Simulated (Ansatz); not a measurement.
The system is MgSi.

```xyz
2
Lattice="2.9084 0.0000 0.0000 0.0000 2.9084 0.0000 0.0000 0.0000 4.1034" Properties=species:S:1:pos:R:3 pbc="T T T"
Si    1.4542    1.4542    2.0517
Mg    0.0000    0.0000    0.0000
```

The cell comes from a database or a generator and needn't be the stable form of this composition.

```yaml
Program: Ansatz 0.2.0
Task: single point
Functional: PBEsol
Potentials_or_basis: Ansatz PAW
Cutoff: "420 eV (not typed: the program's choice for these potentials)"
k_mesh: 9 × 9 × 7
Occupations: fermi-dirac, width 0.05 eV
Spin: no spin polarisation
```

On this cell: pressure -1.5 GPa; largest force under 0.003 eV/Å; band gap on the k mesh none (metal or under the smearing width).

The same run follows on a disturbed copy (atoms moved at random, drawn with an rms of 0.05 Å):

```
CELL_PARAMETERS angstrom
2.90839 0.00000 0.00000
0.00000 2.90839 0.00000
0.00000 0.00000 4.10343
ATOMIC_POSITIONS crystal
Si 0.50647 0.48044 0.48810
Mg 0.99561 0.00805 0.00308
```

Problem. What does the disturbed cell give?

Solution. The energy (extrapolated to zero smearing) moves by +6.7 meV/atom; pressure -1.3 GPa; largest force 0.272 eV/Å; band gap on the k mesh none (metal or under the smearing width).

Forces on the atoms (eV/Å):
```
Si  -0.055  0.138  0.228
Mg   0.055 -0.138 -0.228
```

Stress tensor (GPa, compression positive):
```
 0.75 -0.07 -0.11
-0.07  0.71  0.27
-0.11  0.27 -5.31
```

Caveats: the PAW data sets come from PBE, with cores solved anew for the run's functional, which leaves a small shift of forces and pressure.
